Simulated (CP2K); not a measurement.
# MoS2: band structure with OLYP

**The experiment to reproduce.**

From “Multiwavelength excitation Raman Scattering Analysis of bulk and 2 dimensional MoS2: Vibrational properties of atomically thin MoS2 layers”, 2015, arxiv:1506.03228, for a bulk crystal of MoS2 at 300 K: band gap 1.3 eV (indirect).

Crystal: MoS2.

```
Mo S
1.0
     3.16900    0.00000    0.00000
    -1.58450    2.74443    0.00000
     0.00000    0.00000   12.32400
Mo S
2 4
Direct
  0.66667 0.33333 0.75000
  0.33333 0.66667 0.25000
  0.66667 0.33333 0.37700
  0.33333 0.66667 0.87700
  0.66667 0.33333 0.12300
  0.33333 0.66667 0.62300
```

- Program: CP2K 2026.2
- Task: band structure
- Functional: OLYP
- Potentials or basis: POTENTIAL_UZH Mo GTH-PBE-q14, S GTH-PBE-q6; DZVP-MOLOPT-PBE-GTH basis
- Density cutoff: 9184 eV
- k mesh: 10 × 10 × 3
- Occupations: fermi-dirac, width 0.05 eV
- Spin: no spin polarisation
- SCF solver: diagonalisation with k points
- Quickstep method: GPW
- EPS_DEFAULT: 1.0E-9
- EPS_SCF: 1.0E-6
- MAX_SCF: 100
- SCF_GUESS: ATOMIC
- k points reduced by the point group: yes
- Mesh centred on Gamma: yes
- CHOLESKY: OFF
- EPS_EIGVAL: 1.0E-7
- MIXING METHOD: BROYDEN_MIXING
- MIXING ALPHA: 0.4
- NBUFFER: 8
- NGRIDS: 4
- Basis sets: Mo DZVP-MOLOPT-PBE-GTH-q14, S DZVP-MOLOPT-PBE-GTH-q6
- Potentials: Mo GTH-PBE-q14 of POTENTIAL_UZH, S GTH-PBE-q6 of POTENTIAL_UZH
- ADDED_MOS: [24]
- Points a segment of the path (NPOINTS): 6
- Bands added on the path: 4
- MPI ranks: 4
- REL_CUTOFF (Ry): 60 Ry
- MIXING BETA (1/bohr): 1.5 1/bohr
- CUTOFF of the grids: 675 Ry

```
Pressure                : 2.3 GPa
Largest force           : 0.358 eV/Å
Band gap along the path : 1.02 eV, indirect (least direct gap 1.68 eV)
Mulliken charges        : Mo -0.07; S +0.03 e
```

Forces on the atoms (eV/Å):
```
Mo   0.000  0.000  0.000
Mo   0.000  0.000  0.000
S    0.000  0.000 -0.358
S    0.000  0.000 -0.358
S    0.000  0.000  0.358
S    0.000  0.000  0.358
```

Stress tensor (GPa, compression positive):
```
2.12 0.00 0.00
0.00 2.12 0.00
0.00 0.00 2.79
```

Levels at the corners of the path, in eV from the valence-band top:
| point | band 23 | band 24 | band 25 | band 26 | band 27 | band 28 | band 29 | band 30 |
| --- | --- | --- | --- | --- | --- | --- | --- | --- |
| Γ | -2.18 | -1.24 | -1.05 | 0.00 | 2.10 | 2.10 | 2.13 | 2.13 |
| M | -1.78 | -1.60 | -1.35 | -1.24 | 1.64 | 1.69 | 2.09 | 2.31 |
| K | -2.76 | -2.76 | -0.72 | -0.59 | 1.09 | 1.09 | 2.03 | 2.90 |
| Γ | -2.18 | -1.24 | -1.05 | 0.00 | 2.10 | 2.10 | 2.13 | 2.13 |
| A | -2.21 | -2.21 | -0.26 | -0.26 | 2.10 | 2.10 | 2.10 | 2.10 |
| L | -1.69 | -1.69 | -1.29 | -1.29 | 1.66 | 1.66 | 2.20 | 2.20 |
| H | -2.92 | -2.92 | -0.66 | -0.66 | 1.09 | 1.09 | 2.44 | 2.44 |
| A | -2.21 | -2.21 | -0.26 | -0.26 | 2.10 | 2.10 | 2.10 | 2.10 |
| L | -1.69 | -1.69 | -1.29 | -1.29 | 1.66 | 1.66 | 2.20 | 2.20 |
| M | -1.78 | -1.60 | -1.35 | -1.24 | 1.64 | 1.69 | 2.09 | 2.31 |
| K | -2.76 | -2.76 | -0.72 | -0.59 | 1.09 | 1.09 | 2.03 | 2.90 |
| H | -2.92 | -2.92 | -0.66 | -0.66 | 1.09 | 1.09 | 2.44 | 2.44 |

Wall time 22 s on 4 MPI ranks on Arm Neoverse V1, with other jobs on the host.

A measured gap of MoS2 is 1.3 eV (indirect; 300 K; “Multiwavelength excitation Raman Scattering Analysis of bulk and 2 dimensional MoS2: Vibrational properties of atomically thin MoS2 layers”, 2015, arxiv:1506.03228); the calculated 1.02 eV misses it by -0.28 eV. Spin-orbit coupling on Mo is left out. The value is that of OLYP in an atomic basis (POTENTIAL_UZH Mo GTH-PBE-q14, S GTH-PBE-q6; DZVP-MOLOPT-PBE-GTH basis), whose error adds to the functional's,, without temperature or zero-point motion.

Caveat: Mulliken charges move with the basis; the potentials were made for another functional, which shifts forces and pressure; this functional lacks dispersion, which binds the layers, so the pressure and a relaxed spacing across them are unreliable; the basis of atomic orbitals isn't converged, which shifts pressures, moduli and gaps.
